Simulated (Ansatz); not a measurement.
Method: Ansatz 0.2.0, DFT PBE, scalar-relativistic, plane waves, PAW. The final run on the 6-atom cell used 420 eV, a Γ-centred 4×4×4 mesh, 0.02 eV smearing and collinear spin.

The zero of energy is the elements' standard structures at the same level (F₂ as a molecule); no fitted shifts are applied.

Question: Find a candidate cubic semiconductor with formula MnF₂, with a gap near 2.8 eV, a formation energy near −2.23 eV/atom and a density near 1.60 g/cm³, in a cell of 6 atoms.

Answer: MnF₂, space group Fd-3m (No. 227). Around Mn lie 4 F at 1.99 Å; F is surrounded by 2 Mn at 1.99 Å.

```
CELL_PARAMETERS angstrom
0.00000 4.58589 4.58589
4.58589 0.00000 4.58589
4.58589 4.58589 0.00000
ATOMIC_POSITIONS crystal
Mn 0.75000 0.75000 0.75000
Mn 0.50000 0.50000 0.50000
F 0.62500 0.62500 0.12500
F 0.12500 0.62500 0.62500
F 0.62500 0.62500 0.62500
F 0.62500 0.12500 0.62500
```

| Item | Value |
| --- | --- |
| Volume per atom | 32.15 Å³ |
| Density | 1.60 g/cm³ |
| Formation energy | −2.230 eV/atom |
| Gap on the 4×4×4 mesh of the 6-atom cell | 2.85 eV |
| Net moment per atom | 0.00 μB |
| Moment by site | Mn 3.9, -3.9 μB |

The cell was found from a structure generator's guess, not taken from experiment. Other answers may fit too; this one was computed.

Kohn–Sham gaps at this level usually fall short of measured ones. No Hubbard U is applied to the 3d shell of Mn. The magnetic state reached may not be the lowest. Symmetry constrained the relaxation, so the result can be a saddle point. Site moments count only spheres around the atoms; the net moment includes the space between them.
